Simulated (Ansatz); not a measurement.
# Aluminium, dhcp under PBE: ground state and equation of state

Aim: take aluminium in the dhcp structure, relax it, solve it on a dense k-mesh, then scale the cell to 7 volumes from 88 to 112 % of the relaxed one and try a fit of the equation of state. Spin polarisation is left out. The k-meshes are 13×13×4 for the relaxation; 17×17×5 for the dense run; 17×17×5 for the volumes.

Computed with Ansatz 0.2.0 (DFT PBE, plane waves (420 eV) with PAW, scalar-relativistic, unless a step says otherwise).

### 1 Starting point

Symmetry: P6_3/mmc, No. 194, hexagonal system. The conventional cell has a = 2.863 Å, b = 2.863 Å, c = 9.352 Å, α = 90.00°, β = 90.00°, γ = 120.00°. Al (site symmetry -3m) has 12 Al at 2.86 Å as nearest neighbours. Al (site symmetry -6m2) is surrounded by 12 Al at 2.86 Å.

Structure file:

```xyz
4
Lattice="2.8635 0.0000 0.0000 -1.4317 2.4798 0.0000 0.0000 0.0000 9.3521" Properties=species:S:1:pos:R:3 pbc="T T T"
Al    0.0000    0.0000    0.0000
Al    0.0000    0.0000    4.6761
Al    0.0000    1.6532    2.3380
Al    1.4317    0.8266    7.0141
```

### 2 Geometry optimisation

Input file input.yaml:

```yaml
crystal:
  lattice:
    - [2.863481482, 0.0, 0.0]
    - [-1.431740741, 2.4798477067, 0.0]
    - [0.0, 0.0, 9.3521305203]
  atoms:
    - { symbol: Al, position: [0.0, 0.0, 0.0] }
    - { symbol: Al, position: [0.0, 0.0, 0.5] }
    - { symbol: Al, position: [0.3333333333, 0.6666666667, 0.25] }
    - { symbol: Al, position: [0.6666666667, 0.3333333333, 0.75] }
hamiltonian:
  xc: pbe
  pseudopotentials:
    kind: paw
    azcp:
      Al: "pseudopotentials/Al.paw.azcp"
basis:
  ecutwfc: 420
  fft_grid_basis: typed
kpoints:
  mp_grid: { grid: [13, 13, 4], shift: [0, 0, 0] }
magnetization:
  spin_polarized: false
scf:
  occupations: { method: fermi_dirac, width: 0.1 }
relax:
  max_steps: 60
  f_tol: 0.01
  cell: {}
```

The log of the run, cut to the lines that bear on the results:

```text
[...]
Pseudopotentials: kind: paw
Pseudopotential: Al, paw, valence charge 3, recommended cutoff 420 eV (normal), <dir>
Functional definition: PBE
[...]
Crystal: 4 atoms, lattice volume = 66.409 Å³
Basis set: ecut = 420 eV, 1315 PW (Γ), exchange–correlation on 40×40×128 points (8 copies of the dense FFT grid, shifted against one another)
Bands: 10, of which v1, the nominal top of the filled ones, is band 6 counted from 1 (5 counted from 0)
Symmetry: 24 space group operations
Space group: P63/mmc (ITA 194), of the structure as read, at distance tolerance 4.0e-5 Å
k-points: 63 of 676
[...]
SCF iter   1: F=—  HF=-2149.985030 eV  |F-HF|=—  |Δ(HF+E_count)|=         —  Δρ=1.19e-3  dr2=1.14e-3  ethr=1.77e-3  ⟨swp⟩=6.8  Hψ=11865  notcnv=0  defer=12
[...]
relax step   1: F+E_penalty+E_count = -2149.98495626 eV  Δ(F+E_penalty+E_count) = +0.000e0 eV  max|allowed force component| = 1.966e-17 eV/Å  Δτ_max = 0.0000 Å  P = -0.255 GPa  Ω = 66.409 Å³  (6 SCF iters, dr2 threshold 1.00e-7 eV, accepted)
[...]
relax step   4: F+E_penalty+E_count = -2149.98678125 eV  Δ(F+E_penalty+E_count) = -3.550e-5 eV  max|allowed force component| = 1.793e-17 eV/Å  Δτ_max = 0.0000 Å  P = -0.001 GPa  Ω = 66.247 Å³  energy of the carried Pulay correction = +8.575e-5 eV  (6 SCF iters, dr2 threshold 1.29e-7 eV, accepted)
[...]
relax step   5: F+E_penalty+E_count = -2149.98673297 eV  Δ(F+E_penalty+E_count) = +4.828e-5 eV  max|allowed force component| = 9.830e-18 eV/Å  Δτ_max = 0.0000 Å  P = -0.002 GPa  Ω = 66.247 Å³  stress off target by 2.36e-2 GPa  SCF on the basis re-selected at this cell (its energy is not [...]
SCF converged after 6 iterations
Free energy (F): -2149.986733 eV
[...]
E sigma→0 (E₀):  -2149.961918 eV
Entropy (-TS):   -0.049630 eV (-12.407 meV/atom)
Fermi energy:    7.880374 eV
[...]
--- Forces (eV/Å), atoms counted from 1 ---
  atom   1  Al    -0.00000000     0.00000000     0.00000000
  atom   2  Al     0.00000000     0.00000000    -0.00000000
  atom   3  Al     0.00000000    -0.00000000     0.00000000
  atom   4  Al     0.00000000     0.00000000    -0.00000000
[...]
--- Stress (GPa, compression-positive) ---
        0.008488       0.000000       0.000000
        0.000000       0.008488       0.000000
        0.000000       0.000000      -0.023577
  P = ⅓ Tr σ = -0.0022 GPa (-0.022 kbar)
--- Relaxed structure (4 steps of the walk, 4 accepted, 1 SCFs on fresh bases) ---
  F+E_penalty+E_count = -2149.98673297 eV   max|allowed force component| = 9.830e-18 eV/Å   (the final SCF, on the basis selected at the relaxed cell)
  cell:  # Å, volume = 66.2475 Å³
    - [2.8445216587523503, 0.0, 0.0]
    - [-1.4222608293761752, 2.4634280180945853, 0.0]
    - [0.0, 0.0, 9.45409700412773]
  atoms:
    - { symbol: Al, position: [9.82979002326337e-34, 1.8080971826140356e-34, -1.0350373240151005e-35] }
    - { symbol: Al, position: [1.0118123002631634e-33, 1.8242770231743398e-34, 0.49999999999999994] }
    - { symbol: Al, position: [0.33333333333333326, 0.6666666666666666, 0.24999999999999997] }
    - { symbol: Al, position: [0.6666666666666667, 0.33333333333333326, 0.7499999999999998] }
```

Wall time 19 s (1 thread of an x86-64 CPU, shared host); peak memory 0.55 GiB.

Step by step:

```tsv
step	energy change (meV/atom)	largest force (eV/Å)	pressure (GPa)	volume (Å³/atom)
1	0.00	0.0000	-0.26	16.602
2	-0.27	0.0000	0.09	16.531
3	-0.45	0.0000	0.16	16.524
4	-0.46	0.0000	0.00	16.562
5	-0.44	0.0000	0.00	16.562
```

Steps that repeat a cell are solved on a basis chosen anew, so their changes of energy are no gain of the relaxation.

Changes in the cell that was computed:

|  | before | after | change |
| --- | --- | --- | --- |
| a (Å) | 2.863 | 2.845 | -0.7 % |
| b (Å) | 2.863 | 2.845 | -0.7 % |
| c (Å) | 9.352 | 9.454 | +1.1 % |
| volume (Å³/atom) | 16.602 | 16.562 | -0.2 % |
| shortest distance (Å) | 2.863 | 2.845 | -0.7 % |
| space group (spins left aside) | P6_3/mmc | P6_3/mmc | same |

### 3 The energy on a finer k-mesh

Input file input.yaml:

```yaml
crystal:
  lattice:
    - [2.8445216588, 0.0, 0.0]
    - [-1.4222608294, 2.4634280181, 0.0]
    - [0.0, 0.0, 9.4540970041]
  atoms:
    - { symbol: Al, position: [0.0, 0.0, 1.0] }
    - { symbol: Al, position: [0.0, 0.0, 0.5] }
    - { symbol: Al, position: [0.3333333333, 0.6666666667, 0.25] }
    - { symbol: Al, position: [0.6666666667, 0.3333333333, 0.75] }
hamiltonian:
  xc: pbe
  pseudopotentials:
    kind: paw
    azcp:
      Al: "pseudopotentials/Al.paw.azcp"
basis:
  ecutwfc: 420
  fft_grid_basis: typed
kpoints:
  mp_grid: { grid: [17, 17, 5], shift: [0, 0, 0] }
magnetization:
  spin_polarized: false
scf:
  occupations: { method: fermi_dirac, width: 0.1 }
```

The log of the run, cut to the lines that bear on the results:

```text
[...]
[... 3 set-up lines as earlier in the session ...]
[...]
Crystal: 4 atoms, lattice volume = 66.247 Å³
Basis set: ecut = 420 eV, 1303 PW (Γ)
Bands: 10, of which v1, the nominal top of the filled ones, is band 6 counted from 1 (5 counted from 0)
[... 2 set-up lines as earlier in the session ...]
k-points: 99 of 1445
[...]
SCF iter   1: F=—  HF=-2149.982948 eV  |F-HF|=—  |Δ(HF+E_count)|=         —  Δρ=1.09e-3  dr2=8.28e-4  ethr=1.77e-3  ⟨swp⟩=7.0  Hψ=19140  notcnv=0  defer=19
[...]
SCF iter   6: F=-2149.982890 eV  HF=-2149.982890 eV  |F-HF|=1.61e-9  |Δ(HF+E_count)|=   1.18e-9  Δρ=1.41e-6  dr2=2.60e-9  ethr=8.63e-11  ⟨swp⟩=1.0  Hψ=3047  notcnv=0
[...]
SCF converged after 6 iterations
Free energy (F): -2149.982890 eV
[...]
E sigma→0 (E₀):  -2149.956929 eV
Entropy (-TS):   -0.051923 eV (-12.981 meV/atom)
Fermi energy:    7.903389 eV
[...]
```

It took 7.7 s on 1 thread of an x86-64 CPU, shared host; peak memory 0.53 GiB.

### 4 At 88 % of the relaxed volume

input.yaml: that of step 3 with these lines changed.

```diff
@@ -2,5 +2,5 @@
   lattice:
-    - [2.8445216588, 0.0, 0.0]
-    - [-1.4222608294, 2.4634280181, 0.0]
-    - [0.0, 0.0, 9.4540970041]
+    - [2.7258595119, 0.0, 0.0]
+    - [-1.362929756, 2.3606635845, 0.0]
+    - [0.0, 0.0, 9.0597096232]
   atoms:
@@ -25 +25,3 @@
   occupations: { method: fermi_dirac, width: 0.1 }
+output:
+  stress: true
```

The log of the run, cut to the lines that bear on the results:

```text
[...]
[... 3 set-up lines as earlier in the session ...]
[...]
Crystal: 4 atoms, lattice volume = 58.298 Å³
Basis set: ecut = 420 eV, 1165 PW (Γ)
Bands: 10, of which v1, the nominal top of the filled ones, is band 6 counted from 1 (5 counted from 0)
[... 1 set-up line as earlier in the session ...]
Space group: P63/mmc (ITA 194), of the structure as read, at distance tolerance 3.9e-5 Å
k-points: 99 of 1445
[...]
SCF iter   1: F=—  HF=-2149.691226 eV  |F-HF|=—  |Δ(HF+E_count)|=         —  Δρ=1.93e-3  dr2=2.54e-3  ethr=1.77e-3  ⟨swp⟩=7.5  Hψ=8772  notcnv=0  defer=1
[...]
SCF iter   6: F=-2149.690718 eV  HF=-2149.690718 eV  |F-HF|=8.74e-10  |Δ(HF+E_count)|=   6.77e-8  Δρ=2.24e-6  dr2=2.93e-9  ethr=8.33e-10  ⟨swp⟩=4.0  Hψ=3000  notcnv=0
[...]
SCF converged after 6 iterations
Free energy (F): -2149.690718 eV
[...]
E sigma→0 (E₀):  -2149.666626 eV
Entropy (-TS):   -0.048184 eV (-12.046 meV/atom)
Fermi energy:    9.293613 eV
[...]
--- Stress (GPa, compression-positive) ---
       13.769104      -0.000000      -0.000000
       -0.000000      13.769104       0.000000
       -0.000000       0.000000      11.918621
  P = ⅓ Tr σ = 13.1523 GPa (131.523 kbar)
```

Wall time 5.2 s (1 thread of an x86-64 CPU, shared host); peak memory 0.51 GiB.

### 5 At 92 % of the relaxed volume

input.yaml: that of step 4 with these lines changed.

```diff
@@ -2,5 +2,5 @@
   lattice:
-    - [2.7258595119, 0.0, 0.0]
-    - [-1.362929756, 2.3606635845, 0.0]
-    - [0.0, 0.0, 9.0597096232]
+    - [2.7665499812, 0.0, 0.0]
+    - [-1.3832749906, 2.3959025646, 0.0]
+    - [0.0, 0.0, 9.1949491082]
   atoms:
```

The log of the run, cut to the lines that bear on the results:

```text
[...]
[... 3 set-up lines as earlier in the session ...]
[...]
Crystal: 4 atoms, lattice volume = 60.948 Å³
Basis set: ecut = 420 eV, 1183 PW (Γ)
Bands: 10, of which v1, the nominal top of the filled ones, is band 6 counted from 1 (5 counted from 0)
[... 2 set-up lines as earlier in the session ...]
k-points: 99 of 1445
[...]
SCF iter   1: F=—  HF=-2149.862652 eV  |F-HF|=—  |Δ(HF+E_count)|=         —  Δρ=1.62e-3  dr2=1.94e-3  ethr=1.77e-3  ⟨swp⟩=7.4  Hψ=8694  notcnv=0  defer=1
[...]
SCF iter   6: F=-2149.862379 eV  HF=-2149.862379 eV  |F-HF|=9.28e-10  |Δ(HF+E_count)|=   6.40e-8  Δρ=2.03e-6  dr2=2.74e-9  ethr=8.33e-10  ⟨swp⟩=4.0  Hψ=3009  notcnv=0
[...]
SCF converged after 6 iterations
Free energy (F): -2149.862379 eV
[...]
E sigma→0 (E₀):  -2149.837733 eV
Entropy (-TS):   -0.049290 eV (-12.323 meV/atom)
Fermi energy:    8.796512 eV
[...]
--- Stress (GPa, compression-positive) ---
        8.288891       0.000000       0.000000
        0.000000       8.288891       0.000000
        0.000000       0.000000       6.820892
  P = ⅓ Tr σ = 7.7996 GPa (77.996 kbar)
```

It took 5.4 s on 1 thread of an x86-64 CPU, shared host; peak memory 0.52 GiB.

### 6 At 96 % of the relaxed volume

input.yaml: that of step 5 with these lines changed.

```diff
@@ -2,5 +2,5 @@
   lattice:
-    - [2.7665499812, 0.0, 0.0]
-    - [-1.3832749906, 2.3959025646, 0.0]
-    - [0.0, 0.0, 9.1949491082]
+    - [2.8060774642, 0.0, 0.0]
+    - [-1.4030387321, 2.430134369, 0.0]
+    - [0.0, 0.0, 9.3263232734]
   atoms:
```

The log of the run, cut to the lines that bear on the results:

```text
[...]
[... 3 set-up lines as earlier in the session ...]
[...]
Crystal: 4 atoms, lattice volume = 63.598 Å³
Basis set: ecut = 420 eV, 1267 PW (Γ)
Bands: 10, of which v1, the nominal top of the filled ones, is band 6 counted from 1 (5 counted from 0)
[... 2 set-up lines as earlier in the session ...]
k-points: 99 of 1445
[...]
SCF iter   1: F=—  HF=-2149.954763 eV  |F-HF|=—  |Δ(HF+E_count)|=         —  Δρ=1.28e-3  dr2=1.24e-3  ethr=1.77e-3  ⟨swp⟩=7.1  Hψ=19153  notcnv=0  defer=16
[...]
SCF iter   6: F=-2149.954544 eV  HF=-2149.954544 eV  |F-HF|=3.76e-10  |Δ(HF+E_count)|=  3.43e-10  Δρ=7.01e-7  dr2=6.07e-10  ethr=5.06e-11  ⟨swp⟩=2.0  Hψ=3607  notcnv=0
[...]
SCF converged after 6 iterations
Free energy (F): -2149.954544 eV
[...]
E sigma→0 (E₀):  -2149.929327 eV
Entropy (-TS):   -0.050434 eV (-12.608 meV/atom)
Fermi energy:    8.334342 eV
[...]
--- Stress (GPa, compression-positive) ---
        3.893017       0.000000       0.000000
       -0.000000       3.893017      -0.000000
        0.000000      -0.000000       2.717928
  P = ⅓ Tr σ = 3.5013 GPa (35.013 kbar)
```

Run time: 7.7 s. Hardware: 1 thread of an x86-64 CPU, shared host; peak memory 0.54 GiB.

### 7 At 100 % of the relaxed volume

input.yaml: that of step 6 with these lines changed.

```diff
@@ -2,5 +2,5 @@
   lattice:
-    - [2.8060774642, 0.0, 0.0]
-    - [-1.4030387321, 2.430134369, 0.0]
-    - [0.0, 0.0, 9.3263232734]
+    - [2.8445216588, 0.0, 0.0]
+    - [-1.4222608294, 2.4634280181, 0.0]
+    - [0.0, 0.0, 9.4540970041]
   atoms:
```

The log of the run, cut to the lines that bear on the results:

```text
[...]
[... 3 set-up lines as earlier in the session ...]
[...]
Crystal: 4 atoms, lattice volume = 66.247 Å³
Basis set: ecut = 420 eV, 1303 PW (Γ)
Bands: 10, of which v1, the nominal top of the filled ones, is band 6 counted from 1 (5 counted from 0)
[... 2 set-up lines as earlier in the session ...]
k-points: 99 of 1445
[...]
SCF iter   1: F=—  HF=-2149.982948 eV  |F-HF|=—  |Δ(HF+E_count)|=         —  Δρ=1.09e-3  dr2=8.28e-4  ethr=1.77e-3  ⟨swp⟩=7.0  Hψ=19140  notcnv=0  defer=19
[...]
SCF iter   6: F=-2149.982890 eV  HF=-2149.982890 eV  |F-HF|=1.62e-9  |Δ(HF+E_count)|=   1.18e-9  Δρ=1.41e-6  dr2=2.61e-9  ethr=8.63e-11  ⟨swp⟩=2.0  Hψ=3638  notcnv=0
[...]
SCF converged after 6 iterations
Free energy (F): -2149.982890 eV
[...]
E sigma→0 (E₀):  -2149.956929 eV
Entropy (-TS):   -0.051923 eV (-12.981 meV/atom)
Fermi energy:    7.903389 eV
[...]
--- Stress (GPa, compression-positive) ---
        0.371516       0.000000      -0.000000
       -0.000000       0.371516       0.000000
       -0.000000       0.000000      -0.580824
  P = ⅓ Tr σ = 0.0541 GPa (0.541 kbar)
```

It took 7.5 s on 1 thread of an x86-64 CPU, shared host; peak memory 0.54 GiB.

### 8 At 104 % of the relaxed volume

input.yaml: that of step 7 with these lines changed.

```diff
@@ -2,5 +2,5 @@
   lattice:
-    - [2.8445216588, 0.0, 0.0]
-    - [-1.4222608294, 2.4634280181, 0.0]
-    - [0.0, 0.0, 9.4540970041]
+    - [2.8819538679, 0.0, 0.0]
+    - [-1.440976934, 2.4958452622, 0.0]
+    - [0.0, 0.0, 9.5785072844]
   atoms:
```

The log of the run, cut to the lines that bear on the results:

```text
[...]
[... 3 set-up lines as earlier in the session ...]
[...]
Crystal: 4 atoms, lattice volume = 68.897 Å³
Basis set: ecut = 420 eV, 1365 PW (Γ)
Bands: 10, of which v1, the nominal top of the filled ones, is band 6 counted from 1 (5 counted from 0)
[... 1 set-up line as earlier in the session ...]
Space group: P63/mmc (ITA 194), of the structure as read, at distance tolerance 4.1e-5 Å
k-points: 99 of 1445
[...]
SCF iter   1: F=—  HF=-2149.960162 eV  |F-HF|=—  |Δ(HF+E_count)|=         —  Δρ=9.94e-4  dr2=6.48e-4  ethr=1.77e-3  ⟨swp⟩=7.1  Hψ=18842  notcnv=0  defer=26
[...]
SCF iter   6: F=-2149.960169 eV  HF=-2149.960169 eV  |F-HF|=1.05e-9  |Δ(HF+E_count)|=   8.11e-9  Δρ=1.32e-6  dr2=1.97e-9  ethr=6.74e-11  ⟨swp⟩=2.0  Hψ=3711  notcnv=0
[...]
SCF converged after 6 iterations
Free energy (F): -2149.960169 eV
[...]
E sigma→0 (E₀):  -2149.933281 eV
Entropy (-TS):   -0.053776 eV (-13.444 meV/atom)
Fermi energy:    7.499965 eV
[...]
--- Stress (GPa, compression-positive) ---
       -2.435547      -0.000000      -0.000000
       -0.000000      -2.435547       0.000000
       -0.000000       0.000000      -3.234406
  P = ⅓ Tr σ = -2.7018 GPa (-27.018 kbar)
```

Run time: 7.4 s. Hardware: 1 thread of an x86-64 CPU, shared host; peak memory 0.57 GiB.

### 9 At 108 % of the relaxed volume

input.yaml: that of step 8 with these lines changed.

```diff
@@ -2,5 +2,5 @@
   lattice:
-    - [2.8819538679, 0.0, 0.0]
-    - [-1.440976934, 2.4958452622, 0.0]
-    - [0.0, 0.0, 9.5785072844]
+    - [2.9184381698, 0.0, 0.0]
+    - [-1.4592190849, 2.5274415944, 0.0]
+    - [0.0, 0.0, 9.6997670848]
   atoms:
```

The log of the run, cut to the lines that bear on the results:

```text
[...]
[... 3 set-up lines as earlier in the session ...]
[...]
Crystal: 4 atoms, lattice volume = 71.547 Å³
Basis set: ecut = 420 eV, 1389 PW (Γ)
Bands: 10, of which v1, the nominal top of the filled ones, is band 6 counted from 1 (5 counted from 0)
[... 1 set-up line as earlier in the session ...]
Space group: P63/mmc (ITA 194), of the structure as read, at distance tolerance 4.2e-5 Å
k-points: 99 of 1445
[...]
SCF iter   1: F=—  HF=-2149.896670 eV  |F-HF|=—  |Δ(HF+E_count)|=         —  Δρ=9.38e-4  dr2=5.89e-4  ethr=1.77e-3  ⟨swp⟩=6.9  Hψ=18666  notcnv=0  defer=23
[...]
SCF iter   6: F=-2149.896713 eV  HF=-2149.896713 eV  |F-HF|=1.36e-12  |Δ(HF+E_count)|=   1.68e-9  Δρ=9.31e-7  dr2=6.66e-10  ethr=2.07e-10  ⟨swp⟩=1.9  Hψ=3722  notcnv=0
[...]
SCF converged after 6 iterations
Free energy (F): -2149.896713 eV
[...]
E sigma→0 (E₀):  -2149.868856 eV
Entropy (-TS):   -0.055713 eV (-13.928 meV/atom)
Fermi energy:    7.120956 eV
[...]
--- Stress (GPa, compression-positive) ---
       -4.657940       0.000000       0.000000
        0.000000      -4.657940       0.000000
        0.000000       0.000000      -5.345285
  P = ⅓ Tr σ = -4.8871 GPa (-48.871 kbar)
```

It took 7.5 s on 1 thread of an x86-64 CPU, shared host; peak memory 0.55 GiB.

### 10 At 112 % of the relaxed volume

input.yaml: that of step 9 with these lines changed.

```diff
@@ -2,5 +2,5 @@
   lattice:
-    - [2.9184381698, 0.0, 0.0]
-    - [-1.4592190849, 2.5274415944, 0.0]
-    - [0.0, 0.0, 9.6997670848]
+    - [2.9540323871, 0.0, 0.0]
+    - [-1.4770161936, 2.5582670909, 0.0]
+    - [0.0, 0.0, 9.8180685865]
   atoms:
```

The log of the run, cut to the lines that bear on the results:

```text
[...]
[... 3 set-up lines as earlier in the session ...]
[...]
Crystal: 4 atoms, lattice volume = 74.197 Å³
Basis set: ecut = 420 eV, 1389 PW (Γ)
Bands: 10, of which v1, the nominal top of the filled ones, is band 6 counted from 1 (5 counted from 0)
[... 2 set-up lines as earlier in the session ...]
k-points: 99 of 1445
[...]
SCF iter   1: F=—  HF=-2149.801018 eV  |F-HF|=—  |Δ(HF+E_count)|=         —  Δρ=8.64e-4  dr2=5.27e-4  ethr=1.77e-3  ⟨swp⟩=6.9  Hψ=18560  notcnv=0  defer=20
[...]
SCF iter   6: F=-2149.801066 eV  HF=-2149.801066 eV  |F-HF|=6.28e-9  |Δ(HF+E_count)|=   2.89e-8  Δρ=1.67e-6  dr2=7.90e-9  ethr=8.33e-10  ⟨swp⟩=3.5  Hψ=3150  notcnv=0
[...]
SCF converged after 6 iterations
Free energy (F): -2149.801066 eV
[...]
E sigma→0 (E₀):  -2149.772343 eV
Entropy (-TS):   -0.057447 eV (-14.362 meV/atom)
Fermi energy:    6.764401 eV
[...]
--- Stress (GPa, compression-positive) ---
       -6.406069       0.000000       0.000000
        0.000000      -6.406069       0.000000
        0.000000       0.000000      -7.021395
  P = ⅓ Tr σ = -6.6112 GPa (-66.112 kbar)
```

It took 9.6 s on 1 thread of an x86-64 CPU, shared host; peak memory 0.56 GiB.

### 11 Energy and pressure against volume

The cell was scaled evenly, with its shape and the fractional positions fixed.

```tsv
V (Å³/atom)	E − E₀ (meV/atom)	P from the stress (GPa)	P from the fit (GPa)
14.574	72.5	13.15	13.17
15.237	29.8	7.80	7.76
15.899	6.9	3.50	3.45
16.562	0.0	0.05	0.01
17.224	5.9	-2.70	-2.74
17.887	22.0	-4.89	-4.94
18.549	46.1	-6.61	-6.70
```

A third-order Birch-Murnaghan fit gives V₀ = 16.563 Å³/atom, B₀ = 77 GPa and B₀′ = 4.6; it misses no point by more than 0.05 meV/atom.

### 12 Outcome

| quantity | value |
| --- | --- |
| space group (spins left aside) | P6_3/mmc (No. 194) |
| conventional cell | a = 2.845 Å, c = 9.454 Å (c/a = 3.324) |
| volume | 16.562 Å³/atom |
| shortest distance | 2.845 Å |
| gap on the mesh | none (levels filled in part) |
| relative to fcc | +15 meV/atom |
| V₀, B₀, B₀′ | 16.563 Å³/atom, 77 GPa, 4.6 |

What this shows: The relaxation shrank the cell by 0.2 % in volume. Against the reference form of aluminium (fcc, computed apart with the same settings) it stands 15 meV/atom higher. Levels at the Fermi energy are filled in part, as in a metal. B₀ comes out at 77 GPa; letting shape and positions relax at each volume could only lower it. Relaxation kept the symmetry; phonons were not checked.
